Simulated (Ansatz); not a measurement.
Data:

Starting cell, LaAlO3 (R-3c-perovskite type, space group R-3c):

```
LaAlO3
1.0
    2.70656     1.56263     4.39782
   -2.70656     1.56263     4.39782
    0.00000    -3.12526     4.39782
La Al O
2 2 6
Cartesian
  0.00000   0.00000   3.29837
  0.00000   0.00000   9.89510
  0.00000   0.00000   0.00000
  0.00000   0.00000   6.59673
  0.21056   1.56263   7.69619
 -1.45856  -0.59896   7.69619
  1.24800  -0.96367   7.69619
 -0.21056  -1.56263   5.49728
  1.45856   0.59896   5.49728
 -1.24800   0.96367   5.49728
```

The atoms are displaced by Q × the pattern below (from a DFPT mode at Γ, largest move 1; Q in Å), at fixed cell. It is one choice among 2 degenerate patterns.

```json
[
 {"atom": "La1", "x": "0.000", "y": "0.039", "z": "0.000"},
 {"atom": "La2", "x": "0.000", "y": "0.039", "z": "0.000"},
 {"atom": "Al3", "x": "0.109", "y": "-0.994", "z": "0.000"},
 {"atom": "Al4", "x": "-0.109", "y": "-0.994", "z": "0.000"},
 {"atom": "O5", "x": "0.000", "y": "0.206", "z": "-0.212"},
 {"atom": "O6", "x": "-0.207", "y": "0.565", "z": "0.106"},
 {"atom": "O7", "x": "0.207", "y": "0.565", "z": "0.106"},
 {"atom": "O8", "x": "0.000", "y": "0.206", "z": "-0.212"},
 {"atom": "O9", "x": "-0.207", "y": "0.565", "z": "0.106"},
 {"atom": "O10", "x": "0.207", "y": "0.565", "z": "0.106"}
]
```

Method: PBE (plane waves to 420 eV, PAW, scalar-relativistic; Ansatz, a first-principles code). k mesh 8×8×8 (Γ-centred), Fermi-Dirac smearing 0.05 eV. E stands for the smeared free energy. LaAlO3 is run without spin polarisation. LaAlO3 was relaxed with its symmetry unable to fall. The zero of ΔE is the undisplaced structure.

The scan covers Q from -0.100 to 0.100 Å in 13 points.

Q: Is the energy the same for equal positive and negative displacements?

A: Even: the same for both signs.

Q: Which space group does the distorted structure have?

A: Cc (No. 9), lowered from R-3c.

Q: What is the energy change at Q = 0.100 Å?

A: 238.8 meV/cell.

Q: What harmonic wavenumber does the curvature at Q = 0 give?

A: 400 cm⁻¹.

(For displaced atoms, the force is minus the slope of the energy, and its curvature is a force constant, which sets phonon frequencies.)
